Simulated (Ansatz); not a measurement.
# Ni (P6_3/mmc) in Ansatz: equation of state

How stiff is Ni in PBEsol, and what volume does it want? The cell is scaled to several volumes.

All numbers are computed with Ansatz 0.2.0; they aren't measurements. Logs are shortened: lines on timing, memory, paths and dates and some standing lists are left out, and cuts for length are marked.

### 1 The crystal as given

It takes space group P6_3/mmc (No. 194, hexagonal). Conventional cell: a = 2.448 Å, b = 2.448 Å, c = 4.073 Å, α = 90.00°, β = 90.00°, γ = 120.00°. Ni (site symmetry -6m2) is surrounded by 12 Ni at 2.45 to 2.48 Å.

This isn't the form of Ni at room conditions, which is fcc.

### 2 Equation of state, PBEsol, collinear spin, ferromagnetic start

Potentials or basis: all-electron LAPW, scalar-relativistic.

This step only gathers the single runs of the series.

Results:

| Quantity | Value |
| --- | --- |
| Equilibrium volume | 10.42 Å³/atom |
| Bulk modulus at fixed shape and positions | 226 GPa |
| Pressure derivative of the bulk modulus | 4.8 |

Energy against volume, from the lowest point:
| volume (Å³/atom) | energy (meV/atom) |
| --- | --- |
| 9.935 | 17.45 |
| 10.146 | 5.19 |
| 10.357 | 0.00 |
| 10.569 | 1.11 |
| 10.780 | 7.81 |
| 10.992 | 19.48 |
| 11.203 | 35.57 |

Caveat: the cell was scaled at fixed shape and fractional positions, which overstates the stiffness of a crystal with free parameters, most of all of layers and chains.
